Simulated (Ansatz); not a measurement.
**Si: a line through a two-coordinate scan**

One line of a two-coordinate grid on Si (I4/mmm, No. 139; 4 atoms in the cell): equal normal strain along x and y is varied, at engineering shear strain xy = 0.0 %.

Computed with Ansatz 0.2.0 (DFT PBE, scalar-relativistic, plane waves, PAW, unless a step's input says otherwise).

8 further runs of the same task are left out: 8 set aside as unsound or not needed.

**1. The structure to begin with**

The structure is tetragonal, space group I4/mmm (No. 139). Conventional cell: a = 6.691 Å, b = 6.691 Å, c = 3.861 Å, α = 90.00°, β = 90.00°, γ = 90.00°. Si (site symmetry m2m) has 4 Si at 2.36 to 2.39 Å as nearest neighbours.

As a file:

```xyz
4
Lattice="-3.3456 3.3456 1.9304 3.3456 -3.3456 1.9304 3.3456 3.3456 -1.9304" Properties=species:S:1:pos:R:3 pbc="T T T"
Si    1.1951    1.1951    0.0000
Si    2.1505    2.1505    1.9304
Si    2.1505   -2.1505    1.9304
Si   -2.1505    2.1505    1.9304
```

It goes back to an entry of the Materials Project, which need not be the stable form.

This cell was relaxed beforehand with the same method: volume 21.61 Å³/atom, gap on the mesh 0.41 eV.

**2. What is varied**

The energy is mapped over two homogeneous strains (x along [1 0 0], y along [0 1 0], z along [0 0 1] of the conventional cell).

- engineering shear strain xy: 9 values from −14.0 to 14.0 %
- equal normal strain along x and y: 9 values from −15.00 to 15.00 %

Nothing else is relaxed (fractional coordinates fixed). Energies count from the relaxed crystal. Points are written as (first, second).

**3. Grid point (0.0 %, −15.00 %)**

input.yaml

```yaml
crystal:
  lattice:
    - [-2.8437457344, 2.8437457344, 1.9304179815]
    - [2.8437457344, -2.8437457344, 1.9304179815]
    - [2.8437457344, 2.8437457344, -1.9304179815]
  atoms:
    - { symbol: Si, position: [0.1786105079, 0.1786105079, 0.3572210158] }
    - { symbol: Si, position: [0.8213894921, 0.8213894921, 0.6427789842] }
    - { symbol: Si, position: [0.1786105079, 0.8213894921, 0.0] }
    - { symbol: Si, position: [0.8213894921, 0.1786105079, 0.0] }
basis:
  ecutwfc: 420
kpoints:
  mp_grid: { grid: [10, 10, 10] }
hamiltonian:
  xc: pbe
  pseudopotentials: { kind: paw, azcp: { folder: soft_1 } }
scf:
  occupations: { method: gaussian, width: 0.05 }
output:
  forces: true
  stress: true
  eigenvalues: true
```

Command:

```console
$ ansatz run input.yaml --threads 1 --pin off --max-ram 2048MiB --backend cpu --events-out ev --progress --plain --runs-dir out
```

The log of the run (excerpt; [...] marks lines left out):

```text
Warning: RAYON_NUM_THREADS=1 ignored (pool sized by the plan → 1); use --threads N
[...]
Pseudopotentials: kind: paw
Pseudopotential: Si, paw, valence charge 4, recommended cutoff 420 eV (normal), <dir>
Functional definition: PBE
[...]
Crystal: 4 atoms, lattice volume = 62.444 Å³
Basis set: ecut = 420 eV, 1231 PW (Γ), exchange–correlation on 60×60×60 points (8 copies of the dense FFT grid, shifted against one another)
Bands: 12, of which v1, the nominal top of the filled ones, is band 8 counted from 1 (7 counted from 0)
Symmetry: 16 space group operations
Space group: I4/mmm (ITA 139), of the structure as read, at distance tolerance 4.0e-5 Å
k-points: 102 of 1000
[...]
SCF iter   1: F=—  HF=-2540.072184 eV  |F-HF|=—  |Δ(HF+E_count)|=         —  Δρ=6.91e-2  dr2=3.56e0  ethr=3.10e-3  ⟨swp⟩=7.9  Hψ=10440  notcnv=0
[...]
SCF iter   7: F=-2538.872461 eV  HF=-2538.872461 eV  |F-HF|=7.02e-10  |Δ(HF+E_count)|=   2.71e-7  Δρ=1.57e-6  dr2=2.54e-9  ethr=6.25e-10  ⟨swp⟩=5.5  Hψ=5388  notcnv=0
[...]
SCF converged after 7 iterations
Free energy (F): -2538.872461 eV
[...]
E sigma→0 (E₀):  -2538.871700 eV
Entropy (-TS):   -0.001523 eV (-0.381 meV/atom)
Fermi energy:    8.924451 eV
[...]
--- Forces (eV/Å), atoms counted from 1 ---
  atom   1  Si     4.32912943     4.32912943     0.00000000
  atom   2  Si    -4.32912943    -4.32912943     0.00000000
  atom   3  Si    -4.32912943     4.32912943     0.00000000
  atom   4  Si     4.32912943    -4.32912943     0.00000000
[...]
--- Stress (GPa, compression-positive) ---
       69.526159      -0.000000      -0.000000
       -0.000000      69.526159      -0.000000
        0.000000      -0.000000      19.550731
  P = ⅓ Tr σ = 52.8677 GPa (528.677 kbar)
--- Band table (eV; the first three rows and the last of 102) ---
  k-point 0: bands = ["-5.2160", "2.2437", "3.0261", "3.0261", "3.9678", "6.7856", "6.7856", "8.1106", "8.7460", "10.6534", "10.6534", "11.9597"]
[...]
```

Wall time 5.6 s (1 thread of AMD EPYC 7R43 (Zen 3), shared host); peak memory 0.4 GiB.

On the map this point reads 993 meV/atom.

**4. Grid point (0.0 %, −11.25 %)**

input.yaml: that of step 3 with these lines changed.

```diff
@@ -2,5 +2,5 @@
   lattice:
-    - [-2.8437457344, 2.8437457344, 1.9304179815]
-    - [2.8437457344, -2.8437457344, 1.9304179815]
-    - [2.8437457344, 2.8437457344, -1.9304179815]
+    - [-2.969205105, 2.969205105, 1.9304179815]
+    - [2.969205105, -2.969205105, 1.9304179815]
+    - [2.969205105, 2.969205105, -1.9304179815]
   atoms:
@@ -23 +23,5 @@
   eigenvalues: true
+  write_density: true
+  write_potential: true
+  elf: true
+  volumetric_format: npy
```

Command:

```console
$ ansatz run input.yaml --threads 1 --pin off --max-ram 2048MiB --backend cpu --events-out ev --progress --plain --runs-dir out
```

The log of the run (excerpt; [...] marks lines left out):

```text
[...]
SCF converged after 7 iterations
Free energy (F): -2540.828458 eV
[...]
E sigma→0 (E₀):  -2540.828196 eV
Entropy (-TS):   -0.000523 eV (-0.131 meV/atom)
Fermi energy:    7.990173 eV
[...]
--- Forces (eV/Å), atoms counted from 1 ---
  atom   1  Si     2.53846668     2.53846668     0.00000000
  atom   2  Si    -2.53846668    -2.53846668     0.00000000
  atom   3  Si    -2.53846668     2.53846668    -0.00000000
  atom   4  Si     2.53846668    -2.53846668    -0.00000000
[...]
--- Stress (GPa, compression-positive) ---
       43.281411       0.000000       0.000000
        0.000000      43.281411      -0.000000
       -0.000000       0.000000      11.361881
  P = ⅓ Tr σ = 32.6416 GPa (326.416 kbar)
--- Band table (eV; the first three rows and the last of 102) ---
  k-point 0: bands = ["-5.5151", "0.9282", "2.1594", "2.1594", "3.4130", "6.0223", "6.0223", "7.2540", "8.2812", "9.7871", "9.7871", "11.1142"]
[...]
```

Run time: 8.1 s. Hardware: 1 thread of AMD EPYC 7R43 (Zen 3), shared host; peak memory 0.41 GiB.

The maps below are laid out on this run's own conventional cell (a, b, c = 5.938, 5.938, 3.861 Å).

Density in a lattice plane of the grid's cell (edges 5.94 and 5.94 Å, at 0.000 of the third edge), which holds Si.

Ten even steps from ' ' (0.03 e/Å³) to '@' (0.74 e/Å³):
```
++++**##%%%%##++--..          ..--++##%%%%##**++
####**++==++++==--..          ..--==++++==++**##
@@%%**--::::------::..      ..::------::::--**%%
@@@@**--..::------::..      ..::------::..--**@@
%%##**--::--====--::..      ..::--====--::--**##
========--======::....      ....::======--======
::::::::::----::....          ....::----::::::::
    ............                  ............  
                                                
                                                
                                                
    ............                  ............  
::::::::::----::....          ....::----::::::::
========--======::....      ....::======--======
%%##**--::--====--::..      ..::--====--::--**##
@@@@**--..::------::..      ..::------::..--**@@
@@%%**--::::------::..      ..::------::::--**%%
####**++==++++==--..          ..--==++++==++**##
++++**##%%%%##++--..          ..--++##%%%%##**++
====**%%@@@@%%++--..          ..--++%%@@@@%%**==
```
Columns run along the first of these edges and rows up along the second, over one cell in 24 and 20 even steps from the bottom left corner. Atoms in the plane (fractional): Si at (0.18, 0.18), Si at (0.82, 0.82), Si at (0.82, 0.18), Si at (0.18, 0.82).

ELF in the same plane.

Ten even steps from ' ' (0.02) to '@' (0.95):
```
++++**##%%@@@@%%##++::      ::++##%%@@@@%%##**++
%%##++====++****++==::      ::==++****++====++##
@@%%**----------====::      ::====----------**%%
@@@@##======--==++==::      ::==++==--======##@@
@@@@##==::--==++**==::      ::==**++==--::==##@@
@@%%##==--==******==::      ::==******==--==##%%
##**++====++++++==::..      ..::==++++++====++**
----::::------::::..          ..::::------::::--
          ....                      ....        
                                                
          ....                      ....        
----::::------::::..          ..::::------::::--
##**++====++++++==::..      ..::==++++++====++**
@@%%##==--==******==::      ::==******==--==##%%
@@@@##==::--==++**==::      ::==**++==--::==##@@
@@@@##======--==++==::      ::==++==--======##@@
@@%%**----------====::      ::====----------**%%
%%##++====++****++==::      ::==++****++====++##
++++**##%%@@@@%%##++::      ::++##%%@@@@%%##**++
====##%%@@@@@@@@%%++::      ::++%%@@@@@@@@%%##==
```
Columns run along the first of these edges and rows up along the second, over one cell in 24 and 20 even steps from the bottom left corner. Atoms in the plane (fractional): Si at (0.18, 0.18), Si at (0.82, 0.82), Si at (0.82, 0.18), Si at (0.18, 0.82).

Both are smooth fields of the valence electrons: close to the nuclei they are not physical.

The highest ELF values outside the cores: 0.95 on the Si–Si line, 1.1 Å from Si.

Energy on the map's scale: 504 meV/atom.

**5. The run at (0.0 %, −7.50 %)**

input.yaml: that of step 4 with these lines changed.

```diff
@@ -2,5 +2,5 @@
   lattice:
-    - [-2.969205105, 2.969205105, 1.9304179815]
-    - [2.969205105, -2.969205105, 1.9304179815]
-    - [2.969205105, 2.969205105, -1.9304179815]
+    - [-3.0946644756, 3.0946644756, 1.9304179815]
+    - [3.0946644756, -3.0946644756, 1.9304179815]
+    - [3.0946644756, 3.0946644756, -1.9304179815]
   atoms:
@@ -23,5 +23 @@
   eigenvalues: true
-  write_density: true
-  write_potential: true
-  elf: true
-  volumetric_format: npy
```

Command:

```console
$ ansatz run input.yaml --threads 1 --pin off --max-ram 2048MiB --backend cpu --events-out ev --progress --plain --runs-dir out
```

The log of the run (excerpt; [...] marks lines left out):

```text
[...]
SCF converged after 7 iterations
Free energy (F): -2542.035296 eV
[...]
E sigma→0 (E₀):  -2542.034845 eV
Entropy (-TS):   -0.000903 eV (-0.226 meV/atom)
Fermi energy:    7.172403 eV
[...]
--- Forces (eV/Å), atoms counted from 1 ---
  atom   1  Si     1.30157271     1.30157271     0.00000000
  atom   2  Si    -1.30157271    -1.30157271     0.00000000
  atom   3  Si    -1.30157271     1.30157271    -0.00000000
  atom   4  Si     1.30157271    -1.30157271    -0.00000000
[...]
--- Stress (GPa, compression-positive) ---
       23.760519       0.000000       0.000000
        0.000000      23.760519      -0.000000
        0.000000      -0.000000       6.199460
  P = ⅓ Tr σ = 17.9068 GPa (179.068 kbar)
--- Band table (eV; the first three rows and the last of 102) ---
  k-point 0: bands = ["-5.7892", "-0.2270", "1.3984", "1.3984", "2.8946", "5.3422", "5.3422", "6.4697", "7.8577", "8.9945", "8.9945", "9.9652"]
[...]
```

Run time: 5.2 s. Hardware: 1 thread of AMD EPYC 7R43 (Zen 3), shared host; peak memory 0.39 GiB.

Energy on the map's scale: 202 meV/atom.

**6. Point (0.0 %, 3.75 %)**

input.yaml: that of step 5 with these lines changed.

```diff
@@ -2,5 +2,5 @@
   lattice:
-    - [-3.0946644756, 3.0946644756, 1.9304179815]
-    - [3.0946644756, -3.0946644756, 1.9304179815]
-    - [3.0946644756, 3.0946644756, -1.9304179815]
+    - [-3.4710425875, 3.4710425875, 1.9304179815]
+    - [3.4710425875, -3.4710425875, 1.9304179815]
+    - [3.4710425875, 3.4710425875, -1.9304179815]
   atoms:
```

Command:

```console
$ ansatz run input.yaml --threads 1 --pin off --max-ram 2048MiB --backend cpu --events-out ev --progress --plain --runs-dir out
```

The log of the run (excerpt; [...] marks lines left out):

```text
Warning: RAYON_NUM_THREADS=1 ignored (pool sized by the plan → 1); use --threads N
[...]
[... 3 set-up lines as earlier in the session ...]
[...]
Crystal: 4 atoms, lattice volume = 93.032 Å³
Basis set: ecut = 420 eV, 1835 PW (Γ), exchange–correlation on 72×72×72 points (8 copies of the dense FFT grid, shifted against one another)
Bands: 12, of which v1, the nominal top of the filled ones, is band 8 counted from 1 (7 counted from 0)
[... 1 set-up line as earlier in the session ...]
Space group: I4/mmm (ITA 139), of the structure as read, at distance tolerance 4.5e-5 Å
k-points: 102 of 1000
[...]
SCF iter   1: F=—  HF=-2543.010382 eV  |F-HF|=—  |Δ(HF+E_count)|=         —  Δρ=3.99e-2  dr2=1.45e0  ethr=3.10e-3  ⟨swp⟩=7.0  Hψ=9656  notcnv=0
[...]
SCF iter   7: F=-2542.696002 eV  HF=-2542.696002 eV  |F-HF|=3.30e-9  |Δ(HF+E_count)|=   1.26e-7  Δρ=1.54e-6  dr2=1.95e-9  ethr=5.63e-10  ⟨swp⟩=3.0  Hψ=5058  notcnv=0
[...]
SCF converged after 7 iterations
Free energy (F): -2542.696002 eV
[...]
E sigma→0 (E₀):  -2542.696002 eV
Fermi energy:    5.039734 eV
[...]
--- Forces (eV/Å), atoms counted from 1 ---
  atom   1  Si    -0.25049568    -0.25049568     0.00000000
  atom   2  Si     0.25049568     0.25049568     0.00000000
  atom   3  Si     0.25049568    -0.25049568     0.00000000
  atom   4  Si    -0.25049568     0.25049568    -0.00000000
[...]
--- Stress (GPa, compression-positive) ---
       -6.678836       0.000000       0.000000
        0.000000      -6.678836       0.000000
        0.000000       0.000000      -1.572974
  P = ⅓ Tr σ = -4.9769 GPa (-49.769 kbar)
--- Band table (eV; the first three rows and the last of 102) ---
  k-point 0: bands = ["-6.5115", "-2.9266", "-0.4345", "-0.4345", "1.5220", "3.7196", "3.7196", "4.5049", "6.1963", "6.1963", "6.7509", "7.3868"]
[...]
```

Run time: 7.4 s. Hardware: 1 thread of AMD EPYC 7R43 (Zen 3), shared host; peak memory 0.44 GiB.

On the map this point reads 37 meV/atom.

**7. The run at (0.0 %, 7.50 %)**

input.yaml: that of step 6 with these lines changed.

```diff
@@ -2,5 +2,5 @@
   lattice:
-    - [-3.4710425875, 3.4710425875, 1.9304179815]
-    - [3.4710425875, -3.4710425875, 1.9304179815]
-    - [3.4710425875, 3.4710425875, -1.9304179815]
+    - [-3.5965019582, 3.5965019582, 1.9304179815]
+    - [3.5965019582, -3.5965019582, 1.9304179815]
+    - [3.5965019582, 3.5965019582, -1.9304179815]
   atoms:
```

Command:

```console
$ ansatz run input.yaml --threads 1 --pin off --max-ram 2048MiB --backend cpu --events-out ev --progress --plain --runs-dir out
```

The log of the run (excerpt; [...] marks lines left out):

```text
Warning: RAYON_NUM_THREADS=1 ignored (pool sized by the plan → 1); use --threads N
[...]
[... 3 set-up lines as earlier in the session ...]
[...]
Crystal: 4 atoms, lattice volume = 99.878 Å³
Basis set: ecut = 420 eV, 1951 PW (Γ), exchange–correlation on 80×80×80 points (8 copies of the dense FFT grid, shifted against one another)
Bands: 12, of which v1, the nominal top of the filled ones, is band 8 counted from 1 (7 counted from 0)
[... 1 set-up line as earlier in the session ...]
Space group: I4/mmm (ITA 139), of the structure as read, at distance tolerance 4.6e-5 Å
k-points: 102 of 1000
[...]
SCF iter   1: F=—  HF=-2542.563085 eV  |F-HF|=—  |Δ(HF+E_count)|=         —  Δρ=3.65e-2  dr2=1.29e0  ethr=3.10e-3  ⟨swp⟩=7.1  Hψ=9526  notcnv=0
[...]
SCF iter   7: F=-2542.310982 eV  HF=-2542.310982 eV  |F-HF|=3.91e-9  |Δ(HF+E_count)|=   8.65e-8  Δρ=1.98e-6  dr2=4.87e-9  ethr=6.25e-10  ⟨swp⟩=7.1  Hψ=6948  notcnv=0
[...]
SCF converged after 7 iterations
Free energy (F): -2542.310982 eV
[...]
E sigma→0 (E₀):  -2542.310982 eV
Entropy (-TS):   -0.000000 eV (-0.000 meV/atom)
Fermi energy:    4.324496 eV
[...]
--- Forces (eV/Å), atoms counted from 1 ---
  atom   1  Si    -0.33965703    -0.33965703     0.00000000
  atom   2  Si     0.33965703     0.33965703     0.00000000
  atom   3  Si     0.33965703    -0.33965703     0.00000000
  atom   4  Si    -0.33965703     0.33965703     0.00000000
[...]
--- Stress (GPa, compression-positive) ---
      -10.980158       0.000000      -0.000000
        0.000000     -10.980158       0.000000
        0.000000      -0.000000      -2.564816
  P = ⅓ Tr σ = -8.1750 GPa (-81.750 kbar)
--- Band table (eV; the first three rows and the last of 102) ---
  k-point 0: bands = ["-6.7243", "-3.6250", "-0.9357", "-0.9357", "1.1258", "3.2938", "3.2938", "3.9657", "5.2524", "5.2524", "6.4251", "6.8866"]
[...]
```

Wall time 6.1 s (1 thread of AMD EPYC 7R43 (Zen 3), shared host); peak memory 0.47 GiB.

That is 133 meV/atom from the zero.

**8. The run at (0.0 %, 11.25 %)**

input.yaml: that of step 7 with these lines changed.

```diff
@@ -2,5 +2,5 @@
   lattice:
-    - [-3.5965019582, 3.5965019582, 1.9304179815]
-    - [3.5965019582, -3.5965019582, 1.9304179815]
-    - [3.5965019582, 3.5965019582, -1.9304179815]
+    - [-3.7219613288, 3.7219613288, 1.9304179815]
+    - [3.7219613288, -3.7219613288, 1.9304179815]
+    - [3.7219613288, 3.7219613288, -1.9304179815]
   atoms:
```

Command:

```console
$ ansatz run input.yaml --threads 1 --pin off --max-ram 2048MiB --backend cpu --events-out ev --progress --plain --runs-dir out
```

The log of the run (excerpt; [...] marks lines left out):

```text
[...]
SCF converged after 7 iterations
Free energy (F): -2541.762364 eV
[...]
E sigma→0 (E₀):  -2541.762289 eV
Entropy (-TS):   -0.000148 eV (-0.037 meV/atom)
Fermi energy:    3.702060 eV
[...]
--- Forces (eV/Å), atoms counted from 1 ---
  atom   1  Si    -0.31934490    -0.31934490     0.00000000
  atom   2  Si     0.31934490     0.31934490     0.00000000
  atom   3  Si     0.31934490    -0.31934490    -0.00000000
  atom   4  Si    -0.31934490     0.31934490    -0.00000000
[...]
--- Stress (GPa, compression-positive) ---
      -13.554398       0.000000      -0.000000
        0.000000     -13.554398       0.000000
        0.000000       0.000000      -3.127682
  P = ⅓ Tr σ = -10.0788 GPa (-100.788 kbar)
--- Band table (eV; the first three rows and the last of 102) ---
  k-point 0: bands = ["-6.9253", "-4.2452", "-1.3979", "-1.3979", "0.7595", "2.9142", "2.9142", "3.4758", "4.3939", "4.3939", "6.1165", "6.4428"]
[...]
```

Run time: 6.7 s. Hardware: 1 thread of AMD EPYC 7R43 (Zen 3), shared host; peak memory 0.47 GiB.

On the map this point reads 270 meV/atom.

**9. Grid point (0.0 %, 15.00 %)**

input.yaml: that of step 8 with these lines changed.

```diff
@@ -2,5 +2,5 @@
   lattice:
-    - [-3.7219613288, 3.7219613288, 1.9304179815]
-    - [3.7219613288, -3.7219613288, 1.9304179815]
-    - [3.7219613288, 3.7219613288, -1.9304179815]
+    - [-3.8474206994, 3.8474206994, 1.9304179815]
+    - [3.8474206994, -3.8474206994, 1.9304179815]
+    - [3.8474206994, 3.8474206994, -1.9304179815]
   atoms:
```

Command:

```console
$ ansatz run input.yaml --threads 1 --pin off --max-ram 2048MiB --backend cpu --events-out ev --progress --plain --runs-dir out
```

The log of the run (excerpt; [...] marks lines left out):

```text
[...]
SCF converged after 7 iterations
Free energy (F): -2541.108824 eV
[...]
E sigma→0 (E₀):  -2541.108693 eV
Entropy (-TS):   -0.000262 eV (-0.066 meV/atom)
Fermi energy:    3.138752 eV
[...]
--- Forces (eV/Å), atoms counted from 1 ---
  atom   1  Si    -0.25085160    -0.25085160     0.00000000
  atom   2  Si     0.25085160     0.25085160     0.00000000
  atom   3  Si     0.25085160    -0.25085160     0.00000000
  atom   4  Si    -0.25085160     0.25085160     0.00000000
[...]
--- Stress (GPa, compression-positive) ---
      -14.804380      -0.000000      -0.000000
       -0.000000     -14.804380      -0.000000
        0.000000       0.000000      -3.483105
  P = ⅓ Tr σ = -11.0306 GPa (-110.306 kbar)
--- Band table (eV; the first three rows and the last of 102) ---
  k-point 0: bands = ["-7.1178", "-4.8022", "-1.8280", "-1.8280", "0.4220", "2.5710", "2.5710", "3.0302", "3.6166", "3.6166", "5.8237", "6.0377"]
[...]
```

It took 8 s on 1 thread of AMD EPYC 7R43 (Zen 3), shared host; peak memory 0.47 GiB.

That is 434 meV/atom from the zero.

**10. The line in numbers**

| equal normal strain along x and y (%) | step | energy (meV/atom) | slope (meV/atom per %) | pressure (GPa) | band gap on the k-mesh (eV) | largest force on an atom (eV/Å) |
| --- | --- | --- | --- | --- | --- | --- |
| −15.00 | 3 | 993 | −159 | 53 | 0.00 | 6.1 |
| −11.25 | 4 | 504 | −104 | 33 | 0.00 | 3.6 |
| −7.50 | 5 | 202 | −59 | 18 | 0.00 | 1.8 |
| −3.75 | – | 46 | −26 | 7 | 0.00 | 0.7 |
| 0.00 | – | 0 | 0 | 0 | 0.41 | 0.0 |
| 3.75 | 6 | 37 | 19 | −5 | 0.39 | 0.4 |
| 7.50 | 7 | 133 | 32 | −8 | 0.26 | 0.5 |
| 11.25 | 8 | 270 | 41 | −10 | 0.05 | 0.5 |
| 15.00 | 9 | 434 | 46 | −11 | 0.00 | 0.4 |

Energies count from the relaxed crystal. Rows without a step come from runs not printed here or follow by symmetry. Slopes come from the forces (and the stress, where the cell changes), not from differences of energies.

What this shows: Along the line the energy is lowest at 0.00 %, 0 meV/atom from the zero. A fit to energies and slopes at the lowest point and its two neighbours puts the minimum at 0.000 %, with a curvature of about 5.9 meV/atom per %². Divided by the reference volume, that is a stiffness of about 430 GPa for this pattern of strain, with the ions clamped. The well is lopsided: two grid steps out, the energy rises by 202 meV/atom towards smaller values and 133 meV/atom towards larger ones. The highest point computed, at −15.00 %, lies 993 meV/atom above the lowest. The gap on the mesh reads zero on part of the line; semilocal functionals close small gaps early. This is one cut through a surface in two coordinates; it holds the lowest point sampled, which need not be a minimum. The gap on the mesh closes on part of the grid.
